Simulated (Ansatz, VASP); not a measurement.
## One calculation of Al2Ru, two programs

```
Al Ru
1.0
     0.00000    3.98984    4.39153
     2.35247    0.00000    4.39153
     2.35247    3.98984    0.00000
Al Ru
4 2
Direct
  0.07906 0.42094 0.07906
  0.42094 0.07906 0.42094
  0.17094 0.82906 0.17094
  0.82906 0.17094 0.82906
  0.75000 0.75000 0.75000
  0.50000 0.50000 0.50000
```

Alike in both runs: task single point; functional PBEsol; k mesh 4 × 4 × 4; occupations gaussian, width 0.01 eV; no spin polarisation.

|  | VASP | Ansatz |
| --- | --- | --- |
| version | VASP 6.6.1 | Ansatz 0.2.0 |
| potentials or method | VASP PAW PBE potentials, release 64 (Al, Ru_pv) | scalar-relativistic, plane waves, PAW |
| plane-wave cutoff (eV) | 520 | 420 |
| valence electrons in the cell | 40 | 44 |

Ansatz gave:

```
gap on the k mesh at the Fermi level (eV)       : 0.16
least direct gap on the mesh (eV)               : 1.22
pressure (GPa)                                  : -0.5
largest component of the traceless stress (GPa) : 0.28
rms of the force components (eV/Å)              : 0.007
```

Question: What did VASP give for the same quantities?

Answer: gap on the k mesh at the Fermi level (eV): 0.16; least direct gap on the mesh (eV): 1.22; pressure (GPa): -0.4; largest component of the traceless stress (GPa): 0.26; rms of the force components (eV/Å): 0.007.

Atom by atom the forces differ by 0.000 eV/Å (rms over components). With one functional, cell and mesh, what is left measures potentials, basis and numerics. The two sets of potentials don't hold the same shells in valence.

Caveats: the k mesh is coarse (spacing up to 0.43 Å⁻¹), so the values aren't converged; the PAW data sets were made with another functional, which shifts forces and pressure a little (VASP).
